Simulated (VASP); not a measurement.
Crystal: MgS.

```xyz
2
Lattice="0.0000 2.8704 2.8704 2.8704 0.0000 2.8704 2.8704 2.8704 0.0000" Properties=species:S:1:pos:R:3 pbc="T T T"
S     1.4352    1.4352    1.4352
Mg    0.0000    0.0000    0.0000
```

The cell comes from a database or a generator and needn't be the stable form of this composition.

The cell isn't the ideal one: volume scaled by 1.04.

```yaml
Program: VASP 6.6.1
Task: relaxation of cell and atoms
Functional: PBE
Dispersion: TS-HI
Potentials_or_basis: VASP PAW PBE potentials, release 64 (S, Mg_pv)
Cutoff: 600 eV
k_mesh: 8 × 8 × 8
Occupations: fermi-dirac, width 0.1 eV
Spin: no spin polarisation
```

At the start: pressure -2.3 GPa; volume 23.65 Å³/atom.

How do energy, volume and symmetry change on relaxing?

Over 4 steps the energy falls by 5.1 meV/atom and the volume is 22.65 Å³/atom (-4.2 %); space group F-43m (No. 216, to 0.05 Å).

The path:
```tsv
step	energy change (eV)	largest force (eV/Å)	pressure (GPa)	volume (Å³)
1	0.0000	0.0000	-2.32	47.30
2	-0.0097	0.0000	0.39	44.99
3	-0.0097	0.0000	-0.39	45.62
4	-0.0101	0.0000	0.03	45.31
```

Final structure:
```xyz
2
Lattice="0.0000 2.8295 2.8295 2.8295 0.0000 2.8295 2.8295 2.8295 0.0000" Properties=species:S:1:pos:R:3 pbc="T T T"
S     1.4147    1.4147    1.4147
Mg    2.8295    5.6590    2.8295
```
